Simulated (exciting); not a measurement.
## Hf: single point with PBE

Hf:

```
CELL_PARAMETERS angstrom
3.19670 0.00000 0.00000
-1.59835 2.76842 0.00000
0.00000 0.00000 5.05780
ATOMIC_POSITIONS crystal
Hf 0.66667 0.33333 0.75000
Hf 0.33333 0.66667 0.25000
```

```yaml
Program: exciting (release sodium)
Task: single point
Functional: PBE
Potentials_or_basis: all-electron LAPW+lo, shipped species files, valence relativity iora*
rgkmax: 9
k_mesh: 10 × 10 × 5
Occupations: gaussian, width 0.011 eV
Spin: no spin polarisation
```

- Band gap on the k mesh: none (metal or under the smearing width)
- All electrons inside the program's atomic spheres: Hf 69.15 (radii Hf 2.3 bohr)

Levels at points of the mesh, in eV from the Fermi level:
| k point | band 24 | band 25 | band 26 | band 27 | band 28 | band 29 |
| --- | --- | --- | --- | --- | --- | --- |
| (0.00, 0.00, 0.00) | -3.70 | 0.66 | 1.19 | 1.19 | 1.47 | 2.01 |
| (0.50, 0.00, 0.00) | -2.74 | -2.21 | -0.78 | 0.80 | 0.89 | 1.69 |

It took 2.2 min on 1 thread of Arm Neoverse V2, on a shared host, peak memory 0.14 GiB.

The run has no spin-orbit coupling, so splittings on Hf are missing.
